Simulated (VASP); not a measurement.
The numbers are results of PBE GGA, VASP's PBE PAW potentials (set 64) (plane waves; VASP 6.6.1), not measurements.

A VASP calculation is set up with these files.

### POSCAR
```
Li2O
4.620
  0.0000000000   0.5000000000   0.5000000000
  0.5000000000   0.0000000000   0.5000000000
  0.5000000000   0.5000000000   0.0000000000
Li O
2 1
Cart
  0.2500000000   0.2500000000   0.2500000000
  0.7500000000   0.7500000000   0.7500000000
  0.0000000000   0.0000000000   0.0000000000
```

File KPOINTS:
```
Automatic mesh
0
Gamma
8 8 8
```

INCAR:
```
! general
SYSTEM   = Li2O
PREC     = Accurate
ENCUT    = 520
LREAL    = .FALSE.
LASPH    = .TRUE.   ! aspherical one-centre terms

! electronic loop
EDIFF    = 1E-8   ! SCF stop (eV)
NELM     = 100   ! most electronic steps
ALGO     = Normal   ! blocked Davidson

! smearing
ISMEAR   = 0   ! Gaussian
SIGMA    = 0.01   ! width (eV)

! functional
GGA      = PE

! ions
IBRION   = 8   ! DFPT with symmetry
NSW      = 1

! output
LWAVE    = .FALSE.
LCHARG   = .FALSE.

! other
LEPSILON = .TRUE.
```

POTCAR, in this order: Li_sv O (PBE.64 set). Program: vasp_std.

Output

File OSZICAR:
```
...
RMM:   9    -0.147589846778E+00   -0.18480E-05   -0.22552E-05  2815   0.497E-03    0.296E-04
RMM:  10    -0.147589786793E+00    0.59986E-07   -0.38456E-05  2820   0.242E-03    0.490E-05
RMM:  11    -0.147589299867E+00    0.48693E-06   -0.27292E-05  2827   0.122E-03    0.366E-05
RMM:  12    -0.147589411804E+00   -0.11194E-06   -0.18836E-05  2724   0.693E-04    0.966E-06
 Linear response to external field, progress :
  Direction:   2
       N       E                     dE             d eps       ncg     rms          rms(c)
RMM:   1    -0.124057222284E+00   -0.12406E+00   -0.46879E-01  2407   0.331E+00
RMM:   2    -0.133191898421E+00   -0.91347E-02   -0.29090E-02  2495   0.967E-01    0.560E-01
RMM:   3    -0.133803916859E+00   -0.61202E-03   -0.80779E-03  2359   0.625E-01    0.347E-01
RMM:   4    -0.145133433114E+00   -0.11330E-01   -0.47303E-03  2279   0.661E-01    0.425E-02
RMM:   5    -0.146956273185E+00   -0.18228E-02   -0.12013E-03  2608   0.211E-01    0.141E-02
RMM:   6    -0.147467860461E+00   -0.51159E-03   -0.27705E-04  2695   0.805E-02    0.393E-03
RMM:   7    -0.147581469283E+00   -0.11361E-03   -0.45467E-05  2741   0.296E-02    0.104E-03
RMM:   8    -0.147588175812E+00   -0.67065E-05   -0.11453E-05  2838   0.114E-02    0.573E-04
RMM:   9    -0.147589552368E+00   -0.13766E-05   -0.42553E-05  2810   0.488E-03    0.315E-04
RMM:  10    -0.147589777761E+00   -0.22539E-06   -0.52018E-05  2832   0.230E-03    0.588E-05
RMM:  11    -0.147589171932E+00    0.60583E-06   -0.20319E-05  2828   0.110E-03    0.319E-05
RMM:  12    -0.147589267527E+00   -0.95595E-07   -0.14360E-05  2769   0.589E-04    0.142E-05
RMM:  13    -0.147589519411E+00   -0.25188E-06   -0.73587E-06  2310   0.315E-04    0.987E-06
 Linear response to external field, progress :
  Direction:   3
       N       E                     dE             d eps       ncg     rms          rms(c)
RMM:   1    -0.124066146900E+00   -0.12407E+00   -0.46888E-01  2408   0.331E+00
RMM:   2    -0.133193886904E+00   -0.91277E-02   -0.29061E-02  2495   0.966E-01    0.560E-01
RMM:   3    -0.133803826887E+00   -0.60994E-03   -0.80718E-03  2359   0.624E-01    0.347E-01
RMM:   4    -0.145133758320E+00   -0.11330E-01   -0.47300E-03  2281   0.661E-01    0.425E-02
RMM:   5    -0.146956311168E+00   -0.18226E-02   -0.12009E-03  2609   0.211E-01    0.141E-02
RMM:   6    -0.147467900443E+00   -0.51159E-03   -0.27703E-04  2696   0.805E-02    0.393E-03
RMM:   7    -0.147581432039E+00   -0.11353E-03   -0.45000E-05  2741   0.296E-02    0.104E-03
RMM:   8    -0.147588187983E+00   -0.67559E-05   -0.11697E-05  2836   0.114E-02    0.580E-04
RMM:   9    -0.147589792267E+00   -0.16043E-05   -0.11448E-05  2811   0.487E-03    0.313E-04
RMM:  10    -0.147589929707E+00   -0.13744E-06   -0.24429E-05  2813   0.231E-03    0.606E-05
RMM:  11    -0.147589209011E+00    0.72070E-06   -0.95036E-06  2801   0.110E-03    0.320E-05
RMM:  12    -0.147589274686E+00   -0.65676E-07   -0.66359E-06  2753   0.598E-04    0.206E-05
RMM:  13    -0.147589554509E+00   -0.27982E-06   -0.36600E-06  2363   0.322E-04    0.108E-05
RMM:  14    -0.147589532119E+00    0.22390E-07   -0.27810E-06  2106   0.217E-04    0.268E-06
 Linear response DOF=           2
 Linear response progress:
  Degree of freedom:   1/  2
       N       E                     dE             d eps       ncg     rms          rms(c)
RMM:   1    -0.184240810352E+00   -0.18424E+00    0.27740E+00  2345   0.267E+01
RMM:   2    -0.186441395895E+00   -0.22006E-02   -0.22089E-02  3505   0.149E+00    0.379E-02
RMM:   3    -0.186711717885E+00   -0.27032E-03   -0.40602E-03  4492   0.550E-01    0.182E-02
RMM:   4    -0.186828551566E+00   -0.11683E-03   -0.76718E-04  4668   0.249E-01    0.422E-03
RMM:   5    -0.186893467633E+00   -0.64916E-04   -0.26277E-04  4704   0.957E-02    0.297E-03
RMM:   6    -0.186968240093E+00   -0.74772E-04   -0.15612E-04  4746   0.552E-02    0.121E-03
RMM:   7    -0.187006300959E+00   -0.38061E-04   -0.24384E-04  4824   0.277E-02    0.377E-04
RMM:   8    -0.187007842855E+00   -0.15419E-05   -0.38141E-04  4924   0.212E-02    0.129E-04
RMM:   9    -0.186997514725E+00    0.10328E-04   -0.21300E-04  4779   0.178E-02    0.105E-04
RMM:  10    -0.186998285765E+00   -0.77104E-06   -0.18697E-04  4958   0.159E-02    0.126E-04
RMM:  11    -0.186997100955E+00    0.11848E-05   -0.17968E-04  4844   0.145E-02    0.199E-04
RMM:  12    -0.187000857692E+00   -0.37567E-05   -0.18581E-04  4591   0.134E-02    0.122E-04
RMM:  13    -0.187004914800E+00   -0.40571E-05   -0.17466E-04  4456   0.126E-02    0.403E-05
RMM:  14    -0.187007563662E+00   -0.26489E-05   -0.17852E-04  4624   0.117E-02    0.496E-05
RMM:  15    -0.187009343405E+00   -0.17797E-05   -0.15798E-04  4636   0.110E-02    0.777E-05
RMM:  16    -0.187008800945E+00    0.54246E-06   -0.16368E-04  4718   0.103E-02    0.202E-05
RMM:  17    -0.187009535496E+00   -0.73455E-06   -0.14205E-04  4672   0.975E-03    0.171E-05
RMM:  18    -0.187009802659E+00   -0.26716E-06   -0.14716E-04  4972   0.922E-03    0.579E-06
RMM:  19    -0.187009878704E+00   -0.76045E-07   -0.13474E-04  5092   0.874E-03    0.195E-05
RMM:  20    -0.187010259382E+00   -0.38068E-06   -0.13822E-04  4982   0.832E-03    0.324E-05
RMM:  21    -0.187010411972E+00   -0.15259E-06   -0.12621E-04  4786   0.792E-03    0.415E-05
RMM:  22    -0.187010714736E+00   -0.30276E-06   -0.12669E-04  5016   0.755E-03    0.516E-05
RMM:  23    -0.187010616301E+00    0.98436E-07   -0.11422E-04  4548   0.720E-03    0.654E-05
RMM:  24    -0.187010723583E+00   -0.10728E-06   -0.11055E-04  4982   0.687E-03    0.760E-05
RMM:  25    -0.187010580184E+00    0.14340E-06   -0.97104E-05  4848   0.655E-03    0.860E-05
RMM:  26    -0.187010553561E+00    0.26622E-07   -0.90195E-05  4655   0.625E-03    0.953E-05
RMM:  27    -0.187010404344E+00    0.14922E-06   -0.77306E-05  4564   0.597E-03    0.104E-04
RMM:  28    -0.187010351123E+00    0.53221E-07   -0.70455E-05  4502   0.570E-03    0.112E-04
RMM:  29    -0.187010047350E+00    0.30377E-06   -0.57485E-05  4434   0.545E-03    0.120E-04
RMM:  30    -0.187009855962E+00    0.19139E-06   -0.49538E-05  4363   0.521E-03    0.128E-04
RMM:  31    -0.187009575472E+00    0.28049E-06   -0.38136E-05  4199   0.497E-03    0.135E-04
 Linear response progress:
  Degree of freedom:   2/  2
       N       E                     dE             d eps       ncg     rms          rms(c)
RMM:   1    -0.363227275062E+00   -0.36323E+00    0.22956E-01  2412   0.429E+00
RMM:   2    -0.358244495193E+00    0.49828E-02   -0.85629E-03  2312   0.653E-01    0.119E-01
RMM:   3    -0.360028819285E+00   -0.17843E-02   -0.20097E-03  2401   0.293E-01    0.649E-02
RMM:   4    -0.362225553823E+00   -0.21967E-02   -0.68304E-04  2344   0.207E-01    0.187E-02
RMM:   5    -0.362268352534E+00   -0.42799E-04   -0.15708E-04  2665   0.751E-02    0.273E-03
RMM:   6    -0.362267036073E+00    0.13165E-05   -0.22920E-05  2721   0.262E-02    0.158E-03
RMM:   7    -0.362257939586E+00    0.90965E-05   -0.36202E-06  2675   0.100E-02    0.503E-04
RMM:   8    -0.362254782552E+00    0.31570E-05    0.48671E-07  2804   0.389E-03    0.659E-05
RMM:   9    -0.362254249531E+00    0.53302E-06    0.30282E-06  2958   0.153E-03    0.441E-05
RMM:  10    -0.362254453254E+00   -0.20372E-06   -0.13043E-06  2856   0.722E-04    0.202E-05
RMM:  11    -0.362254480744E+00   -0.27490E-07    0.61387E-07  2929   0.355E-04    0.545E-06
RMM:  12    -0.362254473848E+00    0.68966E-08   -0.20564E-07  2943   0.224E-04    0.242E-06
RMM:  13    -0.362254490502E+00   -0.16654E-07    0.16973E-07  2938   0.169E-04    0.123E-06
RMM:  14    -0.362254494298E+00   -0.37957E-08    0.25322E-08  2784   0.143E-04    0.528E-07
 Linear response finished
```

### OUTCAR
```
------------------------ aborting loop because EDIFF is reached ----------------------------------------

 HEAD OF MICROSCOPIC STATIC DIELECTRIC TENSOR (INDEPENDENT PARTICLE, excluding Hartree and local field effects)
 ------------------------------------------------------
           2.989713     0.000000     0.000000
           0.000000     2.989713     0.000000
          -0.000000     0.000000     2.989713
 ------------------------------------------------------

 MACROSCOPIC STATIC DIELECTRIC TENSOR (including local field effects in DFT)
 ------------------------------------------------------
           2.922801    -0.000000     0.000000
           0.000000     2.922801     0.000000
          -0.000000    -0.000000     2.922801
 ------------------------------------------------------

 PIEZOELECTRIC TENSOR (including local field effects)  for field in x, y, z        (e  Angst)
          XX          YY          ZZ          XY          YZ          ZX
  --------------------------------------------------------------------------------
  x     0.00000     0.00000     0.00000     0.00000     0.00000     0.00000
  y     0.00000     0.00000     0.00000     0.00000     0.00000     0.00000
  z     0.00000     0.00000     0.00000     0.00000     0.00000     0.00000

 PIEZOELECTRIC TENSOR (including local field effects)  for field in x, y, z        (C/m^2)
          XX          YY          ZZ          XY          YZ          ZX
  --------------------------------------------------------------------------------
  x     0.00000     0.00000     0.00000     0.00000     0.00000     0.00000
  y     0.00000     0.00000     0.00000     0.00000     0.00000     0.00000
  z     0.00000     0.00000     0.00000     0.00000     0.00000     0.00000

 BORN EFFECTIVE CHARGES (including local field effects) (in |e|, cummulative output)
 ---------------------------------------------------------------------------------
 ion    1
    1     0.90270     0.00000     0.00000
    2     0.00000     0.90270     0.00000
    3    -0.00000     0.00000     0.90270
 ion    2
    1     0.90270    -0.00000     0.00000
    2    -0.00000     0.90270     0.00000
    3    -0.00000     0.00000     0.90270
 ion    3
    1    -1.80540     0.00000     0.00000
    2    -0.00000    -1.80540     0.00000
    3     0.00000     0.00000    -1.80540

   1 f  =   15.732684 THz    98.851366 2PiTHz  524.785835 cm-1    65.065122 meV
             X         Y         Z           dx          dy          dz
      1.155000  1.155000  1.155000     0.000000   -0.000000    0.707107
      3.465000  3.465000  3.465000     0.000000   -0.000000   -0.707107
      0.000000  0.000000  0.000000    -0.000000    0.000000    0.000000

   2 f  =   15.732684 THz    98.851366 2PiTHz  524.785835 cm-1    65.065122 meV
             X         Y         Z           dx          dy          dz
      1.155000  1.155000  1.155000     0.574324    0.412495   -0.000000
      3.465000  3.465000  3.465000    -0.574324   -0.412495    0.000000
      0.000000  0.000000  0.000000    -0.000000   -0.000000    0.000000

   3 f  =   15.732684 THz    98.851366 2PiTHz  524.785835 cm-1    65.065122 meV
             X         Y         Z           dx          dy          dz
      1.155000  1.155000  1.155000     0.412495   -0.574324    0.000000
      3.465000  3.465000  3.465000    -0.412495    0.574324   -0.000000
      0.000000  0.000000  0.000000     0.000000   -0.000000    0.000000

   4 f  =   13.061599 THz    82.068446 2PiTHz  435.688040 cm-1    54.018408 meV
             X         Y         Z           dx          dy          dz
      1.155000  1.155000  1.155000     0.518308    0.000000   -0.000000
      3.465000  3.465000  3.465000     0.518308    0.000000    0.000000
      0.000000  0.000000  0.000000    -0.680231   -0.000000    0.000000

   5 f  =   13.061599 THz    82.068446 2PiTHz  435.688040 cm-1    54.018408 meV
             X         Y         Z           dx          dy          dz
      1.155000  1.155000  1.155000     0.000000   -0.186152   -0.483725
      3.465000  3.465000  3.465000     0.000000   -0.186152   -0.483725
      0.000000  0.000000  0.000000    -0.000000    0.244308    0.634845

   6 f  =   13.061599 THz    82.068446 2PiTHz  435.688040 cm-1    54.018408 meV
             X         Y         Z           dx          dy          dz
      1.155000  1.155000  1.155000     0.000000   -0.483725    0.186152
      3.465000  3.465000  3.465000     0.000000   -0.483725    0.186152
      0.000000  0.000000  0.000000    -0.000000    0.634845   -0.244308

   7 f/i=    0.056401 THz     0.354375 2PiTHz    1.881319 cm-1     0.233254 meV
             X         Y         Z           dx          dy          dz
      1.155000  1.155000  1.155000     0.083588   -0.393724    0.263348
      3.465000  3.465000  3.465000     0.083588   -0.393724    0.263348
      0.000000  0.000000  0.000000     0.127381   -0.600001    0.401320

   8 f/i=    0.056401 THz     0.354375 2PiTHz    1.881319 cm-1     0.233254 meV
             X         Y         Z           dx          dy          dz
      1.155000  1.155000  1.155000     0.157617   -0.229059   -0.392487
      3.465000  3.465000  3.465000     0.157617   -0.229059   -0.392487
      0.000000  0.000000  0.000000     0.240195   -0.349066   -0.598117

   9 f/i=    0.056401 THz     0.354375 2PiTHz    1.881319 cm-1     0.233254 meV
             X         Y         Z           dx          dy          dz
      1.155000  1.155000  1.155000     0.446685    0.154503    0.089213
      3.465000  3.465000  3.465000     0.446685    0.154503    0.089213
      0.000000  0.000000  0.000000     0.680710    0.235449    0.135953

 MACROSCOPIC STATIC DIELECTRIC TENSOR IONIC CONTRIBUTION
 ------------------------------------------------------
           4.602524    -0.000000     0.000000
          -0.000000     4.602524     0.000000
          -0.000000     0.000000     4.602524
 ------------------------------------------------------

 ELASTIC MODULI CONTR FROM IONIC RELAXATION (kBar)
 Direction    XX          YY          ZZ          XY          YZ          ZX
 --------------------------------------------------------------------------------
 XX          -0.0000     -0.0000     -0.0000      0.0000     -0.0000      0.0000
...
```
(Selected blocks of OUTCAR.)

### OUTCAR
```
 val. band max:        1.3394533033   @ k =   0.0000   0.0000   0.0000

 cond. band min:       6.3110625074   @ k =   0.5000   0.5000   0.0000


 Fermi energy:         1.4380919742

 k-point     1 :       0.0000    0.0000    0.0000
  band No.  band energies     occupation
      1     -41.6552      2.00000
      2     -41.3249      2.00000
      3     -14.1083      2.00000
      4       1.3394      2.00000
      5       1.3395      2.00000
      6       1.3395      2.00000
      7       6.6132      0.00000
      8      13.2700      0.00000
      9      13.2700      0.00000
     10      13.2700      0.00000

 k-point     2 :       0.1250    0.0000    0.0000
  band No.  band energies     occupation
      1     -41.6406      2.00000
      2     -41.3359      2.00000
      3     -14.0784      2.00000
      4       0.8294      2.00000
      5       1.2675      2.00000
      6       1.2675      2.00000
      7       7.0308      0.00000
      8      13.2885      0.00000
      9      13.4850      0.00000
     10      13.4850      0.00000

 k-point     3 :       0.2500    0.0000    0.0000
  band No.  band energies     occupation
      1     -41.6001      2.00000
      2     -41.3673      2.00000
      3     -14.0021      2.00000
      4      -0.2104      2.00000
      5       1.1041      2.00000
      6       1.1041      2.00000
      7       8.0275      0.00000
      8      13.0640      0.00000
      9      13.7430      0.00000
     10      13.7430      0.00000

 k-point     4 :       0.3750    0.0000    0.0000
  band No.  band energies     occupation
      1     -41.5420      2.00000
      2     -41.4163      2.00000
      3     -13.9199      2.00000
      4      -1.0916      2.00000
      5       0.9534      2.00000
      6       0.9534      2.00000
      7       9.3389      0.00000
      8      12.2355      0.00000
      9      13.5598      0.00000
     10      13.5598      0.00000

 k-point     5 :       0.5000    0.0000    0.0000
...
```

The compound is Li2O in the antifluorite structure. The cell was not relaxed at this level.
